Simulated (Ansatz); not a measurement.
Born–Oppenheimer molecular dynamics of a periodic cell of 16 atoms, Li (start crystal Li, start structure bcc, volume 1.15 times the crystal's). It goes on from the last frame of an earlier run, with new velocities.

All numbers below come from DFT PBE, scalar-relativistic, plane waves, PAW in Ansatz 0.2.0. Settings: cutoff 200 eV, k mesh 3x3x3, fermi-dirac smearing 0.16 eV, no spin polarisation.

| Property | Result |
| --- | --- |
| ensemble | NPT, Langevin |
| time step | 1.5 fs |
| steps asked | 200 |
| set temperature | 1260 K |
| friction | 0.05 /fs |
| pressure | 1 GPa |
| seed | 361123 |

Frames 1.5 fs apart, positions in Å.

Velocities at 210 fs (Å/ps):

```
Li 5.37 13.46 -1.74
Li -3.76 16.32 4.77
Li -1.90 -1.82 9.10
Li -3.08 17.77 14.65
Li -3.64 -6.66 7.90
Li 14.66 7.89 26.50
Li 21.82 -7.72 7.97
Li -4.88 -2.60 -24.38
Li 26.84 10.01 2.35
Li 7.19 -4.59 7.26
Li 5.01 8.74 4.21
Li -18.32 -3.04 -3.15
Li -4.24 -12.16 -25.28
Li -6.42 2.83 -23.96
Li -13.16 5.11 -24.56
Li -1.73 -10.61 25.69
```

```xyz
16
Lattice="7.2531 0.0000 0.0000 0.0000 7.2531 0.0000 0.0000 0.0000 7.2531" Properties=species:S:1:pos:R:3 time_fs=210 energy_less_start_eV=-1.807 T=1374
Li -0.411 -0.170 -0.295
Li 3.942 -1.003 0.471
Li 0.117 3.038 -0.087
Li 0.149 -0.423 3.727
Li 3.589 0.819 2.617
Li 4.320 2.708 0.302
Li 4.598 -0.043 5.278
Li 6.059 1.156 1.824
Li 1.594 2.277 2.515
Li 1.938 4.633 1.548
Li 2.408 1.085 6.867
Li 3.976 3.561 4.026
Li 6.035 5.153 2.538
Li 6.035 1.863 4.529
Li 1.561 5.600 5.545
Li 6.175 4.762 5.418
16
Lattice="7.2492 0.0000 0.0000 0.0000 7.2492 0.0000 0.0000 0.0000 7.2492" Properties=species:S:1:pos:R:3 time_fs=211.5 energy_less_start_eV=-1.799 T=1378
Li -0.399 -0.150 -0.293
Li 3.942 -0.982 0.472
Li 0.113 3.034 -0.080
Li 0.144 -0.394 3.740
Li 3.588 0.811 2.632
Li 4.334 2.720 0.344
Li 4.622 -0.048 5.280
Li 6.045 1.157 1.786
Li 1.629 2.297 2.517
Li 1.953 4.626 1.553
Li 2.414 1.102 6.865
Li 3.942 3.555 4.028
Li 6.024 5.129 2.501
Li 6.026 1.869 4.495
Li 1.541 5.604 5.505
Li 6.173 4.743 5.454
16
Lattice="7.2459 0.0000 0.0000 0.0000 7.2459 0.0000 0.0000 0.0000 7.2459" Properties=species:S:1:pos:R:3 time_fs=213 energy_less_start_eV=-1.798 T=1512
Li -0.385 -0.132 -0.291
Li 3.950 -0.965 0.465
Li 0.105 3.036 -0.082
Li 0.141 -0.356 3.749
Li 3.592 0.798 2.656
Li 4.342 2.732 0.386
Li 4.639 -0.046 5.281
Li 6.027 1.164 1.743
Li 1.654 2.330 2.525
Li 1.979 4.621 1.555
Li 2.417 1.116 6.859
Li 3.905 3.552 4.039
Li 6.016 5.097 2.465
Li 6.018 1.876 4.463
Li 1.528 5.604 5.464
Li 6.172 4.728 5.486
16
Lattice="7.2419 0.0000 0.0000 0.0000 7.2419 0.0000 0.0000 0.0000 7.2419" Properties=species:S:1:pos:R:3 time_fs=214.5 energy_less_start_eV=-1.788 T=1372
Li -0.375 -0.119 -0.293
Li 3.954 -0.958 0.457
Li 0.091 3.039 -0.086
Li 0.131 -0.315 3.766
Li 3.591 0.782 2.685
Li 4.347 2.741 0.421
Li 4.649 -0.047 5.286
Li 6.010 1.165 1.698
Li 1.671 2.363 2.537
Li 2.006 4.622 1.558
Li 2.420 1.128 6.851
Li 3.868 3.552 4.053
Li 6.004 5.066 2.425
Li 6.006 1.876 4.425
Li 1.522 5.602 5.420
Li 6.168 4.718 5.507
16
Lattice="7.2377 0.0000 0.0000 0.0000 7.2377 0.0000 0.0000 0.0000 7.2377" Properties=species:S:1:pos:R:3 time_fs=216 energy_less_start_eV=-1.773 T=1099
Li -0.353 -0.108 -0.292
Li 3.955 -0.967 0.450
Li 0.078 3.040 -0.088
Li 0.115 -0.281 3.790
Li 3.585 0.772 2.717
Li 4.349 2.744 0.451
Li 4.648 -0.057 5.287
Li 6.000 1.158 1.657
Li 1.682 2.389 2.545
Li 2.021 4.628 1.560
Li 2.429 1.142 6.841
Li 3.829 3.552 4.064
Li 5.992 5.040 2.390
Li 5.999 1.873 4.389
Li 1.518 5.601 5.375
Li 6.164 4.709 5.520
16
Lattice="7.2332 0.0000 0.0000 0.0000 7.2332 0.0000 0.0000 0.0000 7.2332" Properties=species:S:1:pos:R:3 time_fs=217.5 energy_less_start_eV=-1.740 T=1225
Li -0.324 -0.104 -0.285
Li 3.955 -0.982 0.448
Li 0.066 3.044 -0.085
Li 0.102 -0.243 3.815
Li 3.565 0.765 2.755
Li 4.358 2.734 0.467
Li 4.643 -0.074 5.290
Li 5.997 1.152 1.625
Li 1.689 2.414 2.545
Li 2.024 4.630 1.563
Li 2.443 1.159 6.838
Li 3.791 3.553 4.068
Li 5.982 5.020 2.360
Li 5.987 1.868 4.353
Li 1.515 5.604 5.333
Li 6.159 4.700 5.530
16
Lattice="7.2278 0.0000 0.0000 0.0000 7.2278 0.0000 0.0000 0.0000 7.2278" Properties=species:S:1:pos:R:3 time_fs=219 energy_less_start_eV=-1.685 T=1072
Li -0.301 -0.110 -0.279
Li 3.952 -0.991 0.450
Li 0.057 3.045 -0.083
Li 0.094 -0.201 3.840
Li 3.535 0.759 2.792
Li 4.374 2.717 0.469
Li 4.633 -0.095 5.294
Li 5.998 1.147 1.601
Li 1.694 2.435 2.543
Li 2.026 4.633 1.567
Li 2.453 1.175 6.843
Li 3.753 3.552 4.073
Li 5.967 5.004 2.326
Li 5.970 1.855 4.309
Li 1.511 5.609 5.296
Li 6.154 4.690 5.536
16
Lattice="7.2224 0.0000 0.0000 0.0000 7.2224 0.0000 0.0000 0.0000 7.2224" Properties=species:S:1:pos:R:3 time_fs=220.5 energy_less_start_eV=-1.627 T=954
Li -0.287 -0.123 -0.273
Li 3.952 -0.993 0.448
Li 0.053 3.037 -0.089
Li 0.088 -0.158 3.866
Li 3.500 0.749 2.824
Li 4.387 2.707 0.470
Li 4.628 -0.115 5.294
Li 6.006 1.140 1.581
Li 1.702 2.446 2.540
Li 2.024 4.641 1.573
Li 2.453 1.187 6.853
Li 3.718 3.549 4.072
Li 5.951 4.998 2.291
Li 5.956 1.835 4.272
Li 1.509 5.609 5.263
Li 6.143 4.678 5.539
16
Lattice="7.2164 0.0000 0.0000 0.0000 7.2164 0.0000 0.0000 0.0000 7.2164" Properties=species:S:1:pos:R:3 time_fs=222 energy_less_start_eV=-1.589 T=850
Li -0.275 -0.138 -0.265
Li 3.954 -0.990 0.441
Li 0.055 3.032 -0.101
Li 0.083 -0.123 3.888
Li 3.468 0.733 2.854
Li 4.397 2.704 0.477
Li 4.631 -0.134 5.293
Li 6.018 1.138 1.568
Li 1.700 2.450 2.542
Li 2.012 4.653 1.580
Li 2.443 1.194 6.868
Li 3.688 3.549 4.062
Li 5.933 5.004 2.263
Li 5.941 1.815 4.235
Li 1.509 5.597 5.234
Li 6.124 4.664 5.541
16
Lattice="7.2104 0.0000 0.0000 0.0000 7.2104 0.0000 0.0000 0.0000 7.2104" Properties=species:S:1:pos:R:3 time_fs=223.5 energy_less_start_eV=-1.576 T=1023
Li -0.260 -0.149 -0.253
Li 3.953 -0.989 0.431
Li 0.058 3.028 -0.116
Li 0.080 -0.093 3.906
Li 3.434 0.713 2.880
Li 4.405 2.706 0.494
Li 4.628 -0.154 5.297
Li 6.035 1.136 1.557
Li 1.680 2.453 2.551
Li 1.991 4.668 1.585
Li 2.436 1.193 6.882
Li 3.656 3.556 4.048
Li 5.912 5.010 2.235
Li 5.925 1.799 4.201
Li 1.510 5.581 5.216
Li 6.101 4.655 5.543
16
Lattice="7.2044 0.0000 0.0000 0.0000 7.2044 0.0000 0.0000 0.0000 7.2044" Properties=species:S:1:pos:R:3 time_fs=225 energy_less_start_eV=-1.552 T=1108
Li -0.245 -0.162 -0.238
Li 3.950 -0.991 0.428
Li 0.053 3.013 -0.131
Li 0.082 -0.064 3.928
Li 3.394 0.697 2.906
Li 4.412 2.712 0.515
Li 4.625 -0.179 5.300
Li 6.054 1.138 1.549
Li 1.659 2.458 2.561
Li 1.969 4.686 1.593
Li 2.427 1.188 6.899
Li 3.617 3.568 4.032
Li 5.893 5.016 2.202
Li 5.912 1.787 4.177
Li 1.501 5.570 5.202
Li 6.080 4.653 5.548
16
Lattice="7.1975 0.0000 0.0000 0.0000 7.1975 0.0000 0.0000 0.0000 7.1975" Properties=species:S:1:pos:R:3 time_fs=226.5 energy_less_start_eV=-1.517 T=943
Li -0.232 -0.172 -0.228
Li 3.943 -0.992 0.435
Li 0.045 2.989 -0.145
Li 0.091 -0.034 3.951
Li 3.352 0.688 2.936
Li 4.420 2.719 0.533
Li 4.621 -0.206 5.296
Li 6.066 1.140 1.540
Li 1.641 2.459 2.568
Li 1.952 4.707 1.606
Li 2.413 1.185 6.911
Li 3.576 3.584 4.020
Li 5.871 5.023 2.173
Li 5.902 1.776 4.153
Li 1.491 5.565 5.191
Li 6.066 4.646 5.552
```

Of the whole run (300 fs, mean temperature of the second half 1154 K): The conserved energy stayed within 0.25 meV per atom of its start (net change 0.19 meV per atom), so the integration is sound. A run of 0.3 ps of so small a system gives no equilibrium averages. The plane-wave cutoff is below what these datasets need, so energies and pressures aren't converged. Limits of this set-up: coarse k mesh. The cell's volume went from 391 to 349 Å³.

The run took 3 min on 2 threads of AMD EPYC 9R45 (Zen 5), on a shared host, peak memory 0.47 GiB.
